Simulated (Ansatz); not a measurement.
Stress against strain in MoS2

```xyz
6
Lattice="3.1610 0.0000 0.0000 -1.5805 2.7375 0.0000 0.0000 0.0000 12.2950" Properties=species:S:1:pos:R:3 pbc="T T T"
Mo    0.0000    1.8250    3.0737
Mo    1.5805    0.9125    9.2212
S     0.0000    1.8250    7.7151
S     1.5805    0.9125    1.5676
S     0.0000    1.8250   10.7274
S     1.5805    0.9125    4.5799
```

Atom numbers follow the list: Mo1, Mo2, S3, S4, S5, S6.

The cell comes from COD entry 9007660, which wasn't checked; take it as a given geometry.

Method: DFT, PBE, all-electron LAPW, scalar-relativistic in Ansatz 0.2.0.

The runs use a Γ-centred 10×10×3 k mesh, Fermi–Dirac smearing of 0.03 eV, basis error target 1 meV/atom, no spin polarisation.

The strain is applied along the Cartesian axes of the cell as listed (γ is the engineering shear, twice εxy = εyz = εzx). Fractional coordinates are held (clamped ions).

σ is the change of stress from the unstrained cell, which is at 8.91 GPa; tension is positive, so slopes are stress–strain coefficients at that pressure.

Only quantities that a quadratic follows smoothly over the whole series are listed; rougher ones are left out.

```tsv
γ	σxy (GPa)	σyz (GPa)
-0.0300	-2.80	-4.75
-0.0200	-1.84	-3.14
-0.0100	-0.91	-1.56
0.0000	0.00	0.00
0.0100	0.89	1.53
0.0300	2.59	4.51
```

Q: Fit the series and read off the stiffness at zero strain.

A: Least-squares fits y = p0 + p1 x + p2 x² to the rows give σxy (GPa): p1 = 89.8, p2 = -120; σyz (GPa): p1 = 154, p2 = -130.

Q: One run, at γ = 0.0200, is withheld. Predict its row.

A: The fits give 1.75, 3.03; the run gave 1.75, 3.03.
